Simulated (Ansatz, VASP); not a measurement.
# One calculation of Sb, two programs

```
Sb
1.0
     3.16000    0.00000    0.00000
     0.00000    3.16000    0.00000
     0.00000    0.00000    3.16000
Sb
1
Direct
  0.00000 0.00000 0.00000
```

This isn't the form of Sb at room conditions, which is rhombohedral.

Alike in both runs: task single point; functional r2SCANh; k mesh 4 × 4 × 4; occupations fermi-dirac, width 0.05 eV; no spin polarisation.

|  | VASP | Ansatz |
| --- | --- | --- |
| version | VASP 6.6.1 | Ansatz 0.2.0 |
| potentials or method | VASP PAW PBE potentials, release 64 (Sb) | Ansatz PAW |
| plane-wave cutoff (eV) | 520 | 500 |
| valence electrons in the cell | 5 | 15 |

```tsv
	VASP	Ansatz	Ansatz less VASP
gap on the k mesh at the Fermi level (eV)	none	none	-
pressure (GPa)	-5.5	-5.1	+0.40
```

A gap of «none» marks a metal or a gap that the smearing closes. The two sets of potentials don't hold the same shells in valence.

Caveats: the k mesh is coarse (spacing up to 0.50 Å⁻¹), so the values aren't converged, least of all with exact exchange; the PAW data sets were made with another functional, which shifts forces and pressure a little (VASP); the PAW data sets come from PBE, with cores solved anew for the run's functional, which leaves a small shift of forces and pressure (Ansatz); the thresholds are loose for stress (Ansatz). The runs have no spin-orbit coupling, so splittings on Sb are missing.
